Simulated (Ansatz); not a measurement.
Na2S: equation of state with PBE

Na2S:

```xyz
3
Lattice="0.0000 3.2735 3.2735 3.2735 0.0000 3.2735 3.2735 3.2735 0.0000" Properties=species:S:1:pos:R:3 pbc="T T T"
S     0.0000    0.0000    0.0000
Na    4.9102    4.9102    4.9102
Na    1.6367    1.6367    1.6367
```

| Property | Result |
| --- | --- |
| Program | Ansatz 0.2.0 |
| Task | equation of state |
| Functional | PBE |
| Potentials or basis | Ansatz PAW |
| Cutoff | 420 eV |
| Density cutoff | 1680 eV |
| k mesh | 7 × 7 × 7 |
| Occupations | fermi-dirac, width 0.05 eV |
| Spin | no spin polarisation |

```yaml
Equilibrium_volume: 23.61 Å³/atom
Bulk_modulus: 28 GPa
Pressure_derivative_of_the_bulk_modulus: 4.3
```

Energy against volume, from the lowest point:
```tsv
volume (Å³/atom)	energy (meV/atom)
21.982	11.00
22.450	5.29
22.918	1.70
23.385	0.00
23.853	0.02
24.321	1.58
24.789	4.52
```

All runs of the series together: 6 s on 2 threads of Arm Neoverse V1, on a shared host.

PBE usually gives volumes a little too large and moduli too small. Zero-point motion and thermal expansion aren't in these numbers.
